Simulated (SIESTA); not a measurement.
The system is AlN.

```
Al N
1.0
     0.00000    2.18399    2.18399
     2.18399    0.00000    2.18399
     2.18399    2.18399    0.00000
Al N
1 1
Cartesian
  0.0000 0.0000 0.0000
  1.0920 1.0920 1.0920
```

Measurements of this composition are mostly on another form, of space group No. 186.

Base run:

* Program: SIESTA 5.4.2
* Functional: LDA
* Potentials or basis: PseudoDojo 0.4 standard (LDA files)
* Basis: DZP (energy shift 0.002 Ry; radii capped at 9.5 bohr)
* Grid cutoff: 800 Ry
* Energy shift: 0.002 Ry
* k mesh: 10 × 10 × 10
* Occupations: fermi-dirac, width 0.05 eV
* Spin: no spin polarisation

Its results: band gap on the k mesh 3.21 eV, indirect (least direct gap 4.46 eV); pressure -2.6 GPa.

**Question.** The run is repeated on the same cell with these changes: functional from LDA to BLYP; potentials or basis from PseudoDojo 0.4 standard (LDA files) to PseudoDojo 0.4 standard (PBE files). What comes out?

**Answer.** Band gap on the k mesh 3.62 eV, indirect (least direct gap 4.70 eV); pressure 11.2 GPa.

Caveats: the basis of atomic orbitals isn't converged, which shifts pressures, moduli and gaps; the potentials were made for another functional, which shifts forces and pressure (some runs).
